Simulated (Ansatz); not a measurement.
Born–Oppenheimer molecular dynamics of a periodic cell of 16 atoms, C (start crystal C, start structure diamond, volume 1.05 times the crystal's). It starts from a structure without forces on its atoms.

Theory: DFT PBEsol, scalar-relativistic, plane waves, PAW in Ansatz. Settings: cutoff 420 eV, k mesh 3x3x3, fermi-dirac smearing 0.3 eV, no spin polarisation.

```yaml
ensemble: NVE (velocity Verlet)
time_step: 1.12 fs
steps_asked: 90
starting_velocities_drawn_for: 7000 K
seed: 211265
```

First frame:

```xyz
16
Lattice="0.0000 3.6285 3.6285 3.6285 0.0000 3.6285 3.6285 3.6285 0.0000" Properties=species:S:1:pos:R:3
C 0.000 0.000 0.000
C 0.907 0.907 0.907
C 1.814 1.814 0.000
C 2.721 2.721 0.907
C 1.814 0.000 1.814
C 2.721 0.907 2.721
C 3.628 1.814 1.814
C 4.536 2.721 2.721
C 0.000 1.814 1.814
C 0.907 2.721 2.721
C 1.814 3.628 1.814
C 2.721 4.536 2.721
C 1.814 1.814 3.628
C 2.721 2.721 4.536
C 3.628 3.628 3.628
C 4.536 4.536 4.536
```

(1) What does the run give?

(2) What happens to the structure?

(3) How do temperature and energy run in time?

## Answers

(1) The run went to its last step.

```yaml
steps_done: 90
time_covered: 100.8 fs
mean_temperature_over_the_second_half: 3443 K
spread_of_the_potential_energy_over_the_second_half: 150.1 meV per atom
mean_potential_energy_of_the_second_half_above_the_start: 435.2 meV per atom
```

The conserved energy wandered by up to 6.5 meV per atom (net 4.6 meV per atom), which is poor conservation. The temperature averaged 0.49 of the 7000 K drawn at the start: a run that starts near a minimum puts about half its kinetic energy into the potential. A run of 0.1 ps of so small a system gives no equilibrium averages.

(2) Mean squared displacements from the first frame to the last, about the centre of mass: C 0.03 Å². The details hang on the random start.

(3) 
| time (fs) | T (K) | potential energy less start (eV) | conserved less start (meV/atom) |
| --- | --- | --- | --- |
| 0.0 | 7000 | 0.000 | 0.00 |
| 7.8 | 1701 | 10.377 | 6.42 |
| 15.7 | 3032 | 7.746 | 3.29 |
| 23.5 | 2754 | 8.313 | 5.04 |
| 31.4 | 5325 | 3.277 | 1.82 |
| 39.2 | 2856 | 8.123 | 5.49 |
| 47.0 | 3286 | 7.251 | 3.16 |
| 54.9 | 2130 | 9.523 | 5.08 |
| 62.7 | 4896 | 4.127 | 2.95 |
| 70.6 | 4184 | 5.525 | 4.07 |
| 78.4 | 2050 | 9.669 | 4.43 |
| 86.2 | 2711 | 8.387 | 4.45 |
| 94.1 | 4766 | 4.387 | 3.45 |

Run time: 8.5 min on 1 thread of Arm Neoverse V1, on a shared host, peak memory 0.34 GiB.
